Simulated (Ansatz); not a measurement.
# Ca: the cost of one run

Method: DFT PBE, scalar-relativistic, plane waves, PAW, in Ansatz 0.2.0.

4 further runs of the same task are left out: 4 set aside as unsound or not needed.

## Step 1: The system as given

It takes space group R-3m (No. 166, trigonal). Conventional cell: a = 4.833 Å, b = 4.833 Å, c = 13.443 Å, α = 90.00°, β = 90.00°, γ = 120.00°. Ca (site symmetry 3m) is surrounded by 3 Ca at 3.23 Å.

As a file:

```xyz
2
Lattice="2.4165 1.3952 4.4811 -2.4165 1.3952 4.4811 0.0000 -2.7903 4.4811" Properties=species:S:1:pos:R:3 pbc="T T T"
Ca    0.0000    0.0000    3.0589
Ca    0.0000    0.0000   10.3844
```

This is candidate A: grey arsenic (A7) type (R-3m, No. 166).

(A quick probe on a coarse mesh, which set the mesh and smearing, is not shown.)

## Step 3: Rough relaxation on the coarse mesh (candidate A)

Input file input.yaml:

```yaml
crystal:
  lattice:
    - [2.4164811538, 1.3951560447, 4.4810745805]
    - [-2.4164811538, 1.3951560447, 4.4810745805]
    - [0.0, -2.7903120893, 4.4810745805]
  atoms:
    - { symbol: Ca, position: [0.22754, 0.22754, 0.22754] }
    - { symbol: Ca, position: [0.77246, 0.77246, 0.77246] }
basis:
  ecutwfc: 420
kpoints:
  mp_grid: { grid: [6, 6, 6] }
hamiltonian:
  xc: pbe
scf:
  occupations: { method: gaussian, width: 0.1 }
  lower_state_search: "off"
output:
  forces: true
  stress: true
  eigenvalues: true
relax:
  adjacent_minimum: "off"
  f_tol: 0.04
  max_steps: 70
  cell: { stress_tol: 0.4 }
```

What time and memory should one allow on 1 thread of an x86-64 CPU, shared host?

About 17 s, with a peak of 0.52 GiB.
